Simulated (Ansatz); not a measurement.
BeTe (h-MgO type) (it has left that coordination) (r2SCAN geometry), in Ansatz:

```
CELL_PARAMETERS angstrom
4.03085 0.00000 0.00000
-2.01543 3.49082 0.00000
0.00000 0.00000 8.14404
ATOMIC_POSITIONS crystal
Be 0.33333 0.66667 0.25000
Be 0.66667 0.33333 0.75000
Te 0.66667 0.33333 0.25000
Te 0.33333 0.66667 0.75000
```

G0W0@PBE with 431 empty bands, a screening cutoff of 140 eV and a 6×6×2 mesh (PAW, contour deformation) gives 3.814 eV over the mesh points, from a PBE gap of 2.729 eV; it sums over 449 bands with 411 plane waves in the screening and a wave cutoff of 420 eV. G0W0 here is at a finite number of bands, screening cutoff and k mesh, not at the basis limit. (Calculated; spin-unpolarised; the phase may be known or hypothetical.)

(1) Estimate the gap with empty bands 186, screening cutoff 80 eV.

(2) Estimate the gap with starting point LDA.

(3) Estimate the gap with frequency model Godby-Needs pole.

Results:

(1) 3.692 eV (-0.122 eV), from a Kohn-Sham gap of 2.729 eV.

(2) 3.721 eV (-0.093 eV), from a Kohn-Sham gap of 2.653 eV.

(3) 3.840 eV (+0.026 eV), from a Kohn-Sham gap of 2.729 eV.

Spin-orbit coupling is left out, which matters wherever the heavy atoms make up the band edges.
